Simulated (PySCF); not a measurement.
Task: Write Cartesian coordinates for `NC(N)=O` (urea) as optimised with PBE0-D3(BJ)/def2-SVP.

Result: 
```
atom  x, y, z in Å
N1     0.9202   -0.3000    0.6853
C2     0.1662    0.4584   -0.1715
N3    -1.0551   -0.0740   -0.4929
O4     0.5523    1.5223   -0.6131
H5     0.6251   -1.1834    1.0702
H6     1.8243    0.0673    0.9398
H7    -1.6322    0.4619   -1.1229
H8    -1.4010   -0.9521   -0.1395
```

Any rigid rotation of these coordinates is as good. Atoms count from 1 in this order. Of the pairs four or more bonds apart, H5···H8 is among the closest relative to their van der Waals radii: 2.37 Å, 99 % of the sum of Bondi's values. The 4 heavy atoms lie in one plane (0.000 Å rms). N1 (nitrogen bound to a carbonyl carbon) is planar (angles 124.3°, 119.0° and 116.7°, sum 360.0°, 0.00 Å off the plane of its three neighbours).

Bonds between heavy atoms (Å): N1–C2 1.370, C2–N3 1.371, C2=O4 1.215.

Computed, not measured: PBE0-D3(BJ)/def2-SVP geometry optimisation, gas phase in PySCF 2.14.0.

Point group: C2v (every atom within 0.08 Å of its image). No PBE0-D3(BJ)/def2-SVP frequencies stand behind this structure, so it isn't proved a minimum.
